## Question

Moving ruthenium atoms out of a close-packed arrangement costs tenths of an electronvolt per atom, and in the worst case here more than one. Among the structures listed here, a change in nothing but the order of the close-packed layers costs hundredths. The table gives energies computed with the PBE functional, counted from the lowest structure listed.

Structures of ruthenium, with cell and atoms relaxed at zero pressure, keeping the symmetry of the start; space groups are those of the relaxed cells. Ansatz 0.2.0, plane-wave PAW DFT with the PBE functional, scalar-relativistic, without spin polarization, cutoff 420 eV, Gaussian smearing 0.1 eV. Energies are extrapolated to zero smearing and omit zero-point motion.

```tsv
found from	space group number	atoms in cell	volume per atom (Å³)	over lowest (meV/atom)
Sm type	166	3	13.80	0.0
changed type	166	4	13.81	17.0
La type	194	4	13.82	41.0
Ti type	191	3	14.11	219.0
W type	223	8	14.21	356.0
changed type	139	2	15.42	378.0
changed type	64	6	14.50	399.0
changed type	166	2	14.60	417.0
changed type	194	4	14.59	420.0
changed type	63	2	15.04	474.0
random start	139	1	14.25	514.0
changed type	64	4	14.81	553.0
W type	229	1	14.23	590.0
Sn type	141	2	15.50	874.0
B type	166	12	18.87	915.0
changed type	194	4	16.21	915.0
Si sites	206	8	17.49	1061.0
Si type	194	4	19.75	1127.0
Si type	227	2	20.29	1144.0
```

Three rows are stackings of the same close-packed layer. With A, B and C for the three positions that a layer can take, they are:

- 9R (Sm type): ABABCBCAC
- 12R (the "changed type" at 17 meV/atom): ABCACABCBCAB
- dhcp (La type): ABAC

The 12R row began as another structure and relaxed into this one; its stacking is inferred from the symmetry and shape of the final cell.

(a) Which of the three is most stable, and what distinguishes it from the other two?

(b) Why does ruthenium favour that feature?

(c) How safe is the order, and what would reverse it?

## Model answer

**(a)** 9R is the lowest, 12R lies 17 meV/atom above it, and dhcp a further 24 meV/atom up. The usual explanations of stability don't separate them. Every atom has twelve nearest neighbours in all three, at the same mean distance of 2.69 Å, and the volumes agree within 0.2 %. Only the shape of the cell differs a little: the layers lie 2.160 Å apart in 9R, 2.170 Å in 12R and 2.178 Å in dhcp, a spread of less than 1 %, and the atoms within a layer draw slightly closer together in the same order. Since all the cells were free to relax, this difference is itself a response to the stacking. The cause must lie in how the layers follow one another.

Call a layer h if the layers above and below it occupy the same position, as in ABA, and c if they occupy different ones, as in ABC. An unbroken run of h layers is the hcp structure, and an unbroken run of c layers is fcc. In this notation 9R repeats hhc, 12R repeats hhcc and dhcp repeats hc.

The pair 12R and dhcp is the instructive one. Half the layers are h in both, yet their energies differ by 24 meV/atom. The letter h or c describes three successive layers, so a sum of separate contributions from h and c layers would make the two equal. The energy must therefore depend on at least four layers in a row.

The simplest four-layer feature is two h layers in contact, which is a piece of hcp such as ABAB. Let $x$ be the number of such hh contacts per layer. It is 0 in dhcp, 1/4 in 12R and 1/3 in 9R, and the energy falls in the same order. As a trial rule, let each contact lower the energy by a fixed amount $b$:

$$E = E_{\mathrm{dhcp}} - b\,x$$

The step from dhcp to 12R fixes the constant: $b = 24/(1/4) = 96$ meV. For 9R, which was not used to set it, the rule then gives

$$E = 41 - \frac{96}{3} = 9\ \text{meV/atom},$$

while the calculation puts 9R at zero. The rule places 9R lowest, as it should, but yields only about half of its lead over 12R. Numerical errors of 4 meV/atom, the size suggested by tests on other metals, could add up to a miss of this size, but only if all three energies were near that limit and of the worst sign. A missing term is at least as likely, and the natural one is the share of h layers, which is larger in 9R.

**(b)** Among the three stackings, more hh contacts per layer go with lower energy. Why this holds for ruthenium is a matter of theory, and the answer lies in its partly filled d band. The width of that band depends mainly on how many nearest neighbours an atom has and how far away they are. Both are alike in the three stackings, so the largest part of the bonding, several electronvolts per atom, cancels from the comparison.

What remains is the way the levels are distributed within the band. This distribution can be traced to closed paths, on which an electron hops from atom to atom and returns to its start. Paths of two or three hops are the same in every ideal close-packed stacking. Longer paths reach more layers and can tell ABA from ABC, and still longer ones can tell ABAB from ABAC. These paths move levels up or down within the band by small amounts, which is why restacking costs so little.

Whether such a shift lowers the total energy depends on which levels are occupied. As the d band fills along a transition series, the advantage passes back and forth between structures. With roughly seven d electrons per atom, ruthenium lies in the range where hcp wins, and hcp is indeed its known ground state. One column to the right, at rhodium, fcc already wins, and it does so again at palladium.

The zero of the table is therefore the best of the listed structures and not the ground state of the metal. Extended to $x = 1$, the rule puts hcp below 9R by some tens of meV/atom. The sign agrees with what is known of ruthenium; the amount is an extrapolation and good only as an order of magnitude. To guess the order of other stackings of this metal, write each as a string of h and c and count the hh contacts per layer. This is a guide drawn from three structures, not a law, and it can't rank stackings with equal counts, such as dhcp and fcc, which both have none.

**(c)** Against numerical error the order should be safe. The makers of the data give about 4 meV/atom for metals, a figure from tests on other systems and not from these runs. If it holds here, even opposite errors in two structures would shift their difference by only 8 meV/atom, less than half of the smaller step. The runs also leave out spin polarization, which should do no harm in close-packed ruthenium, a metal without magnetic order. The functional is a different matter, since PBE is the only one used here. Its error in the total bonding energy may be far larger than these steps, but most of it should cancel between structures with the same number and mean length of bonds. That is a reasoned expectation, not a test.

Heat could reverse the order if a higher structure had softer vibrations. In a warm solid, lowering all vibrational frequencies by a small fraction lowers the free energy by about that fraction of $3k_{\mathrm B}T$ per atom, where $k_{\mathrm B}$ is Boltzmann's constant and $T$ the temperature. At 1000 K, $3k_{\mathrm B}T$ is about 260 meV. To draw level with 9R, 12R would need frequencies about 6 % lower on average, and dhcp about 15 % lower. The energies in the table contain no vibrations, so these figures are thresholds to hold against a phonon calculation. Such a calculation would also show whether each structure is a true minimum. The relaxations kept the symmetry of the start, so a cell may sit on a saddle point, from which a distortion would lower its energy.

The more direct route to reversal is to change the number of d electrons. Alloying with a metal further to the right, such as rhodium, fills the band further and moves it towards the range where fcc wins. The advantage of hh contacts should then shrink and finally change sign, and 9R, which has the most of them among the three, would lose its lead. This follows from the band-filling argument; the table contains no alloy with which to check it.

## Remarks on the reasoning

**"The densest structure wins."** This answer is tempting, because 9R has the smallest volume in the table and the energy tends to rise with volume over all rows. It fails when structures are compared in pairs. The two W types, A15 (space group 223) and bcc (229), have almost the same volume but differ by 234 meV/atom. The "changed type" at 378 meV/atom takes up 8 % more volume than bcc and still lies 212 meV/atom below it. Loose packing often goes with high energy, but volume alone doesn't fix the order.

**"The structure with the fewest electrons at the Fermi level wins."** This sounds closer to the band argument, and the three stackings seem to support it: the density of states at the Fermi level is about 9 % higher in dhcp than in 9R. The "changed type" at 378 meV/atom refutes it as a general rule. Its density of states there is only about half that of 9R, yet its energy is far higher. The band energy is a sum over all occupied levels, and the density at the top of the filled part is a poor substitute for that sum.

**How far the comparison of 12R with dhcp reaches.** Provided the stacking inferred for 12R is right, it shows that the order of the h and c layers matters, but it doesn't show which contact is responsible. 12R has as many cc contacts as hh contacts, so either kind could be credited with the 24 meV/atom. The case for hh rests on 9R, which has no cc contacts and is still the lowest. But 9R also has a larger share of h layers, two thirds instead of one half. A rule with a term for the share of h layers beside the term for contacts has as many constants as there are structures, so it fits all three exactly and nothing is left over to test it. It puts hcp 82 meV/atom below 9R, against 55 from the simple rule, which shows how loose that extrapolation is. A careful answer therefore says that intact pieces of hcp go with lower energy, and treats the value of $b$ as a working number.
